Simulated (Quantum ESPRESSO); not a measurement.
Runs of Quantum ESPRESSO 7.5 on FeSi2 (Linzhiite). It takes space group P4/mmm (No. 123, tetragonal). Conventional cell: a = 2.684 Å, b = 2.684 Å, c = 5.128 Å, α = 90.00°, β = 90.00°, γ = 90.00°. Fe (site symmetry 4/mmm) has 8 Si at 2.35 Å and 4 Fe at 2.68 Å as nearest neighbours. Si (site symmetry 4mm) has 4 Fe at 2.35 Å and 5 Si at 2.36 to 2.68 Å as nearest neighbours. 

```tsv
task	level	potentials or basis	U	k mesh	form of the LDA correlation	hubbard projectors	dos occupations	gap on the mesh (eV)	pressure (GPa)	moment (μB)	V0 of scaled cells (Å³/atom)	B0 (GPa)	largest force (eV/Å)
equation of state	LDA	GBRV 1.5 LDA	-	10 × 10 × 5	PZ81	-	-	-	-	-	11.96	214	-
projected density of states	PBEsol+U	GBRV 1.5 PBEsol	Fe d U = 1 eV	8 × 8 × 4	-	ortho-atomic	tetrahedra_opt	none	-2.1	0.13	-	-	0.24
equation of state	PBEsol	GBRV 1.5 PBEsol	-	10 × 10 × 5	-	-	-	-	-	-	(b)	204	-
projected density of states	PBEsol+U	GBRV 1.5 PBEsol	Fe d U = 4 eV	8 × 8 × 4	-	ortho-atomic	tetrahedra_opt	none	9.4	1.57	-	-	0.79
projected density of states	PBEsol+U	GBRV 1.5 PBEsol	Fe d U = 6 eV	8 × 8 × 4	-	ortho-atomic	tetrahedra_opt	none	(c)	(a)	-	-	1.46
projected density of states	PBEsol+U	GBRV 1.5 PBEsol	Fe d U = 8 eV	8 × 8 × 4	-	ortho-atomic	tetrahedra_opt	none	27.7	2.23	-	-	2.03
projected density of states	PBEsol+U	GBRV 1.5 PBEsol	Fe d U = 5 eV	8 × 8 × 4	-	ortho-atomic	tetrahedra_opt	none	14.6	1.76	-	-	1.24
projected density of states	PBEsol+U	GBRV 1.5 PBEsol	Fe d U = 2 eV	8 × 8 × 4	-	ortho-atomic	tetrahedra_opt	none	-2.5	0.13	-	-	0.21
```

Alike in all rows: spin collinear, ferromagnetic start; cell as given; cutoff (eV) 762; smearing fermi-dirac 0.05 eV.

Task: Estimate the missing entries.

Result: (a) 1.90; (b) 12.21; (c) 18.5.

Caveats: the U is typed as a test and isn't derived for this compound (some runs); forces of over 1 eV/Å show positions far from the minimum, so gaps and moduli don't describe the material at rest (some runs); the cell was scaled at fixed shape and fractional positions, which overstates the stiffness of a crystal with free parameters, most of all of layers and chains (some runs).

A k mesh can miss the band edges.

A gap of «none» marks a metal or a gap under the smearing width.

Not every run made on this cell is shown here.
